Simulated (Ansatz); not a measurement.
# KCl: the cost of one run

Method: DFT PBE, scalar-relativistic, plane waves, PAW, in Ansatz 0.2.0.

## 1. The system as given

Symmetry: Pm-3m, No. 221, cubic system. Conventional cell: a = 3.839 Å, b = 3.839 Å, c = 3.839 Å, α = 90.00°, β = 90.00°, γ = 90.00°. Around K (site symmetry m-3m) lie 8 Cl at 3.32 Å. Cl (site symmetry m-3m) has 8 K at 3.32 Å as nearest neighbours.

Structure file:

```cif
data_structure
_symmetry_space_group_name_H-M 'Pm-3m'
_symmetry_Int_Tables_number 221
_cell_length_a 3.8392
_cell_length_b 3.8392
_cell_length_c 3.8392
_cell_angle_alpha 90.000
_cell_angle_beta 90.000
_cell_angle_gamma 90.000
_cell_volume 56.59
loop_
_atom_site_label
_atom_site_type_symbol
_atom_site_symmetry_multiplicity
_atom_site_Wyckoff_symbol
_atom_site_fract_x
_atom_site_fract_y
_atom_site_fract_z
_atom_site_occupancy
K1 K 1 a 0.00000 0.00000 0.00000 1
Cl1 Cl 1 b 0.50000 0.50000 0.50000 1
```

It goes back to an entry of the Materials Project, which need not be the stable form.

No relaxation comes first: the listed cell is the starting point.

## 2. The perfect supercell on the trajectory's mesh

File input.yaml:

```yaml
crystal:
  lattice:
    - [7.678392, 0.0, 0.0]
    - [0.0, -7.678392, 0.0]
    - [0.0, 0.0, -7.678392]
  atoms:
    - { symbol: K, position: [0.0, 0.5, 0.5] }
    - { symbol: K, position: [0.0, 0.5, 0.0] }
    - { symbol: K, position: [0.0, 0.0, 0.5] }
    - { symbol: K, position: [0.0, 0.0, 0.0] }
    - { symbol: K, position: [0.5, 0.5, 0.5] }
    - { symbol: K, position: [0.5, 0.5, 0.0] }
    - { symbol: K, position: [0.5, 0.0, 0.5] }
    - { symbol: K, position: [0.5, 0.0, 0.0] }
    - { symbol: Cl, position: [0.25, 0.25, 0.25] }
    - { symbol: Cl, position: [0.25, 0.25, 0.75] }
    - { symbol: Cl, position: [0.25, 0.75, 0.25] }
    - { symbol: Cl, position: [0.25, 0.75, 0.75] }
    - { symbol: Cl, position: [0.75, 0.25, 0.25] }
    - { symbol: Cl, position: [0.75, 0.25, 0.75] }
    - { symbol: Cl, position: [0.75, 0.75, 0.25] }
    - { symbol: Cl, position: [0.75, 0.75, 0.75] }
  symmetry: { detect: false }
basis:
  ecutwfc: 420
kpoints:
  mp_grid: { grid: [2, 2, 2], shift: [0.5, 0.5, 0.5] }
hamiltonian:
  xc: pbe
scf:
  occupations: { method: gaussian, width: 0.1 }
output:
  forces: true
  stress: true
  eigenvalues: true
```

Run with:

```
$ ansatz run input.yaml --threads 4 --pin off --max-ram 5120MiB --backend cpu --events-out ev --progress --plain --runs-dir out
```

Q: Estimate wall time and peak memory on 4 threads of Arm Neoverse V1, shared host.

About 3.8 s, with a peak of 0.89 GiB.
